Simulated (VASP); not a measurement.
The system is MoS2.

```xyz
3
Lattice="3.1480 -1.9298 0.0000 3.1480 1.9298 0.0000 -0.0031 0.0000 4.4393" Properties=species:S:1:pos:R:3 pbc="T T T"
Mo    0.0000    0.0000    0.0000
S     4.3301    0.0000    1.2825
S     1.9628    0.0000    3.1568
```

The cell comes from a database or a generator and needn't be the stable form of this composition.

Base run:

- Program: VASP 6.6.1
- Functional: PBEsol
- Potentials or basis: VASP PAW PBE potentials, release 64 (Mo_sv, S)
- Cutoff: 520 eV
- k mesh: 6 × 6 × 4
- Occupations: gaussian, width 0.05 eV
- Spin: collinear spin, ferromagnetic start
- Starting moments: [1.0, 0.0, 0.0] μB
- Hubbard terms: Mo d U = 2 eV

Its results: pressure -0.5 GPa; site moments Mo +2.06; S -0.13 μB; largest force 1.448 eV/Å.

Question: The run is repeated on the same cell with these changes: further incar settings from ALGO = Fast; EDIFF = 1e-07 to ALGO = Normal; EDIFF = 1e-07; NBANDS = 24; fixed moment from none to 3 μB. What comes out?

Answer: Pressure 1.9 GPa; site moments Mo +2.36; S +0.07 μB; largest force 1.467 eV/Å.

Caveats: the PAW data sets were made with another functional, which shifts forces and pressure a little; the moment is held away from its start (some runs); the total moment is fixed, so each spin has its own Fermi level (some runs).
